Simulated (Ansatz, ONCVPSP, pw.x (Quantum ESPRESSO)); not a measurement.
## From atom to crystal: ONCV potential for Ta (Z = 73)

Ta, optimised norm-conserving Vanderbilt (ONCV), made with ONCVPSP 4.0.1.1 (patched build) (PBE, scalar-relativistic). Core [Kr] 4d10 4f14, reference 5s2 5p6 5d3 (charge +2). Waves: 5s: rc 1.60 bohr, ncon 4, nbas 8, qcut 7.1 1/bohr, 1 projector; 5p: rc 2.10 bohr, ncon 3, nbas 6, qcut 5.4 1/bohr, 1 projector; 5d: rc 1.95 bohr, ncon 4, nbas 8, qcut 4.9 1/bohr, 2 projectors, debl 2.2 Ha. Local part: polynomial inside 1.60 bohr (lpopt 2, dvloc0 2 Ha). Core correction: Teter function, fcfact 6, rcfact 1.2.

Atomic tests: cutoffs needed: 20 Ha and 47 Ha (the cutoffs (Ha) at which the residual kinetic energy of the hardest occupied pseudo-wave falls to 1 and 0.1 mHa per electron); ghost test: no bound ghost flagged; no localised positive-energy state flagged; largest excitation error: +669 meV (all-electron minus pseudo) for 5s1 5p6 5d3 6s2, out of 4 test configurations.

Crystal test: fcc Ta in pw.x 7.5, no spin, 13³ k-points, Fermi–Dirac smearing 0.01 Ry, cutoffs 110/440 Ry. The reference is all-electron LAPW (Ansatz 0.2.0) with the same functional, mesh and smearing; V0 and B0 come from Birch–Murnaghan fits to the pressures at five volumes. Errors are pseudo minus all-electron; Δ is the rms difference of the E(V) curves that follow from these fits, minima aligned, over ±6 % about the mean V0. Mesh and smearing are coarse, so the numbers serve the comparison and aren't converged zero-temperature values; the lattice is a test structure that the element need not adopt.

All-electron: a0 = 4.224 Å (V0 = 18.84 Å³/atom), B0 = 188.4 GPa.

Question: How far does the potential miss the all-electron equation of state?

Answer: mean pressure error (GPa): -5.96; a0 (Å): 4.178; a0 error (%): -1.10; B0 error (%): +1.8; Δ (meV/atom): 25.6. This is a poor potential for the solid.

```csv
V (Å³/atom),P all-electron (GPa),P pseudo (GPa)
17.984,9.60,2.66
18.458,4.06,-2.34
18.931,-0.85,-6.76
19.404,-5.22,-10.70
19.878,-9.10,-14.19
```

Question: At the middle volume, how do free energy and pressure move when the wave cutoff is lowered (ecutrho kept at four times it)?

Answer:

```
cutoff (Ry)  shift of F (meV/atom)  shift of P (GPa)
         50                  +12.3             +0.05
         66                   +7.6             +0.00
         88                   +4.3             +0.12
```

The run at the middle volume (84 k-points, 8 iterations) took about 33 s on one core of a shared host (Neoverse-V2, 96 threads, 742 GiB, load 75).
